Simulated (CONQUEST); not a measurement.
## SnSe2 under changes of volume

One of the cells (25.726 Å³/atom); the others are scaled copies at fixed shape and fractional positions:

```xyz
6
Lattice="3.8110 0.0000 0.0000 0.0000 6.1360 0.0000 0.0000 0.0000 6.6008" Properties=species:S:1:pos:R:3 pbc="T T T"
Sn    0.0000    0.0000    0.0000
Sn    1.9055    0.0000    3.3004
Se    0.0000    4.6081    2.2003
Se    1.9055    4.6081    5.5007
Se    0.0000    1.5279    4.4006
Se    1.9055    1.5279    1.1001
```

| Item | Value |
| --- | --- |
| Program | CONQUEST 1.3 |
| Functional | LDA |
| Potentials or basis | PseudoDojo NC LDA, DZP, grid of 36 × 60 × 64 points |
| k mesh | 7 × 5 × 4 |
| Occupations | fermi-dirac, width 0.05 eV |
| Spin | no spin polarisation |

```tsv
volume (Å³/atom)	energy over the lowest point (meV/atom)	pressure (GPa)	gap on the mesh (eV)	largest force (eV/Å)
24.182	47.62	7.6	0.65	1.363
24.697	26.75	5.5	0.62	1.114
25.212	12.34	3.5	0.59	0.892
25.726	3.84	1.8	0.57	0.681
26.241	0.00	0.5	0.54	0.503
26.755	?	?	?	?
27.270	4.75	-2.0	0.49	0.158
```

Task: What does the run at 26.755 Å³/atom give?

Result: Energy over the lowest point 0.37 meV/atom; pressure -0.7 GPa; gap on the mesh 0.52 eV; largest force 0.321 eV/Å.

Worked out: A Birch-Murnaghan fit of order 3 (a polynomial in V^(-2/3)) to the other rows has its minimum at 26.43 Å³/atom with B0 = V·E''(V) = 64 GPa and B' = 6.6 at fixed shape and positions, which overstates the stiffness. It gives 0.56 meV/atom at 26.755 Å³/atom, against the run's 0.37, and -dE/dV = -0.8 GPa, against -0.7. A straight line through the other rows of the gap, of slope -1.32 eV per unit of ln V, gives 0.52 eV, against the run's 0.52.

Energies are extrapolated to zero smearing.

Caveats: spin-orbit coupling is left out, which moves the levels of the heavy elements; an odd mesh through Γ misses points on the zone boundary, where band edges often lie; the basis of atomic orbitals isn't converged, which shifts pressures, moduli and gaps; forces of over 1 eV/Å show positions far from the minimum, so gaps and moduli don't describe the material at rest (some runs).
